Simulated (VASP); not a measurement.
Li15O8 (a cell with a defect), 23 atoms in the cell. The cell holds a defect, 23 atoms: a = 6.542 Å, b = 6.542 Å, c = 6.542 Å, α = 60.00°, β = 60.00°, γ = 60.00°.  The cell isn't the ideal one: Li on a Li site beside a Li vacancy, charge -1, atoms relaxed.

```yaml
Program: VASP 6.6.1
Task: single point
Functional: PBE
Potentials_or_basis: VASP PAW PBE potentials, release 64 (Li_sv, O)
Cutoff: 520 eV
k_mesh: 2 × 2 × 2
Occupations: gaussian, width 0.02 eV
Spin: no spin polarisation
Dipole_correction: no
Charge: -1
Further_INCAR_settings: LREAL = Auto; ALGO = Normal; EDIFF = 1e-07; NBANDS = 64; NELECT = 94.0
```

Potentials or basis: VASP PAW PBE potentials, release 64 (Li_sv, O).

Command:

```sh
$ cat potpaw_PBE.64/Li_sv/POTCAR potpaw_PBE.64/O/POTCAR > POTCAR
$ mpirun -np 1 vasp_std > vasp.out
```

Hardware: 1 thread of Intel(R) Xeon(R) Platinum 8259CL CPU @ 2.50GHz (Skylake/Cascade Lake), on a shared host.

Q: How long does it take, and how much memory?

A: It took 110 s on 1 thread of Intel(R) Xeon(R) Platinum 8259CL CPU @ 2.50GHz (Skylake/Cascade Lake), on a shared host, peak memory 0.33 GiB. Counts: scf iterations 18, k points 3.
